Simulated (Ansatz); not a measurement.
Structure: LiF in the zincblende structure, at its r2SCAN minimum. Space group F-43m (No. 216), cubic; a = 4.289 Å in the conventional setting, 9.86 Å³ an atom. Around Li lie 4 F at 1.86 Å; around F lie 4 Li at 1.86 Å.

```cif
data_structure
_symmetry_space_group_name_H-M 'F-43m'
_symmetry_Int_Tables_number 216
_cell_length_a 4.2892
_cell_length_b 4.2892
_cell_length_c 4.2892
_cell_angle_alpha 90.000
_cell_angle_beta 90.000
_cell_angle_gamma 90.000
_cell_volume 78.91
loop_
_atom_site_label
_atom_site_type_symbol
_atom_site_symmetry_multiplicity
_atom_site_Wyckoff_symbol
_atom_site_fract_x
_atom_site_fract_y
_atom_site_fract_z
_atom_site_occupancy
Li1 Li 4 a 0.00000 0.00000 0.00000 1
F1 F 4 d 0.25000 0.25000 0.75000 1
```

3 runs of Ansatz 0.2.0 on this cell differ in the functional (and in the settings that go with it). Levels are in eV from each run's valence top; v1 is the last filled band, c1 the first empty one.

Run A, mean stress 0.0 GPa (compression positive):
```tsv
point	v2	v1	c1	c2
Γ	0.00	0.00	8.66	20.93
X	-0.80	-0.80	11.39	17.02
U	-0.94	-0.62	12.60	16.13
```

Run B, mean stress +0.1 GPa (compression positive):
```tsv
point	v2	v1	c1	c2
Γ	0.00	0.00	19.95	32.90
X	-0.92	-0.92	22.64	28.75
U	-1.12	-0.72	23.94	27.93
```

Run C, mean stress +3.0 GPa (compression positive):
```tsv
point	v2	v1	c1	c2
Γ	0.00	0.00	7.93	19.51
X	-0.80	-0.80	10.63	15.99
U	-0.95	-0.62	11.82	15.08
```

Q: Match the runs to PBE, r2SCAN, Hartree-Fock.

A: A is r2SCAN, B is Hartree-Fock, C is PBE. In order of the gap: PBE 7.93, r2SCAN 8.66, Hartree-Fock 19.95 eV.

Spin-unpolarised throughout. Whether this structure exists isn't addressed.

The program warns that its thresholds are loose for a hybrid's stress.

The meshes of the hybrids are coarse, so their gaps aren't converged to the digits shown.
